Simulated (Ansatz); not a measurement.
## CsBr: excitons and shallow donors from band masses and screening

All numbers below come from DFT r2SCAN, scalar-relativistic, plane waves, PAW (Ansatz 0.2.0).

Plane waves to 500 eV, a k mesh through Γ of 6×6×6 on the computed 2-atom cell and Gaussian smearing (0.02 eV); no spin polarisation.

Relaxed cell: Pm-3m, a = 4.323 Å, b = 4.323 Å, c = 4.323 Å, α = 90.00°, β = 90.00°, γ = 90.00°, 2 atoms in the primitive cell.

The calculation gives a Kohn–Sham gap of 5.19 eV, an electron mass of 0.319 mₑ and a hole mass of 1.34 mₑ (harmonic means over x, y, z and over the bands degenerate at each edge), and ε∞ = 3.05 (independent particles, mean of the diagonal). The masses depend on direction at the band edges, which the isotropic model averages.

Task: Estimate the binding energy and radius of a Wannier–Mott exciton and of a shallow donor, and say whether the hydrogenic model can hold.

Result: The reduced mass is μ = mₙmₕ/(mₙ + mₕ) = 0.258 mₑ, with mₙ and mₕ the band masses. With E_b = 13.606 eV × μ/ε² and a = 0.529 Å × ε/μ (μ in mₑ) the exciton has E_b = 376 meV and a = 6.3 Å. For a donor μ is the electron mass: 466 meV and 5.1 Å. The radius isn't large against the shortest lattice vector (4.32 Å), so the continuum picture is doubtful and the numbers are only a scale. In a polar crystal the ions screen too, so a state bound more weakly than an optical phonon feels the larger static constant, which lowers the energy and widens the orbit. The other way, the small Kohn–Sham gap and the missing local fields make ε∞ too large and the masses tend to be too light, which underbinds. The edges lie at different points of the zone, so the exciton is indirect.

Spin-orbit coupling is left out, which matters for the bands of heavy elements.